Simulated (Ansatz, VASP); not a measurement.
**Two plane-wave programs on PbS**

```
Pb S
1.0
    11.29828    0.00000    0.00000
     0.00000    3.00438    3.00618
     0.00000   -3.00438    3.00618
Pb S
2 2
Direct
  0.62458 0.25664 0.75664
  0.37542 0.75664 0.25664
  0.61368 0.76436 0.26436
  0.38632 0.26436 0.76436
```

Alike in both runs: task single point; functional PBEsol; k mesh 2 × 4 × 4; occupations gaussian, width 0.1 eV; no spin polarisation.

```csv
,VASP,Ansatz
version,VASP 6.6.1,Ansatz 0.2.0
potentials or method,"VASP PAW PBE potentials, release 64 (Pb_d, S)","scalar-relativistic, plane waves, PAW"
plane-wave cutoff (eV),520,420
valence electrons in the cell,40,40
```

```tsv
	VASP	Ansatz	Ansatz less VASP
gap on the k mesh at the Fermi level (eV)	2.02	2.02	-0.002
least direct gap on the mesh (eV)	2.02	2.02	-0.002
rms of the force components (eV/Å)	0.147	0.146	-0.0002
```

Atom by atom the forces differ by 0.002 eV/Å (rms over components).

Caveats: the PAW data sets were made with another functional, which shifts forces and pressure a little (VASP); spin-orbit coupling is left out, which as a rule narrows the gap of such compounds by several tenths of an eV.
